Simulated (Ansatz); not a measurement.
# Where the states of TiSi2 lie

Space group Fddd:1 (No. 70). a = 4.773 Å, b = 8.236 Å, c = 8.523 Å, α = 90.00°, β = 90.00°, γ = 90.00°
| atom | site | symmetry | x | y | z |
| --- | --- | --- | --- | --- | --- |
| Ti | 8b | 222 | 0.7500 | 0.2500 | 0.2500 |
| Si | 16f | .2. | 0.7500 | 0.5830 | 0.2500 |

The runs use the primitive cell with vectors (0.000, 4.118, 4.261), (2.386, 0.000, 4.261), (2.386, 4.118, 0.000) Å, to which the k mesh refers.

The cell is COD entry 1010453, as deposited and not checked against the literature; nothing was relaxed. It is an old determination, and later ones may differ.

These are results of Ansatz 0.2.0, DFT, PBE, all-electron LAPW, scalar-relativistic, not measurements.

Numerical set-up: a Γ-centred 8×8×8 k mesh, Fermi–Dirac smearing of 0.08 eV, basis error target 0.5 meV/atom, no spin polarisation.

(1) Which of the resolved shells contributes most within 0.3 eV of the Fermi level?

(2) Where is the centre of the filled Ti 3d states between -14 eV and the top of the filled states?

(3) Tabulate the density of states.

## Answers

(1) Ti 3d, with 69 % of all states there; Si 3p follows with 23 %.

(2) -2.25 eV from the Fermi level.

(3) States per eV and cell, averaged over 0.6 eV, from -5.8 to 2.4 eV, with energies (bin centres) from the Fermi level; empty bins are left out. The partial columns, the largest 3 alone, are projections on Löwdin-orthogonalised atomic shells (those that the program's projection atoms carry: the occupied ones and, for some elements, an empty d or f shell; other empty shells have no column), summed over atoms of an element. Weights on diffuse s and p shells depend on that basis and aren't pure angular character.
```csv
E (eV),total,Ti 3d,Si 3p,Si 3s
-5.6,0.97,0.14,0.43,0.34
-5.0,1.65,0.19,1.13,0.23
-4.4,2.19,0.33,1.41,0.30
-3.8,2.28,0.37,1.44,0.34
-3.2,2.32,0.46,1.44,0.28
-2.6,3.14,0.77,1.91,0.31
-2.0,3.86,1.26,2.18,0.26
-1.4,5.07,2.37,2.29,0.18
-0.8,4.05,2.48,1.26,0.12
-0.2,2.56,1.73,0.64,0.08
0.4,1.45,1.00,0.32,0.04
1.0,3.40,2.49,0.59,0.12
1.6,2.11,1.47,0.35,0.15
2.2,3.42,2.00,0.91,0.31
```
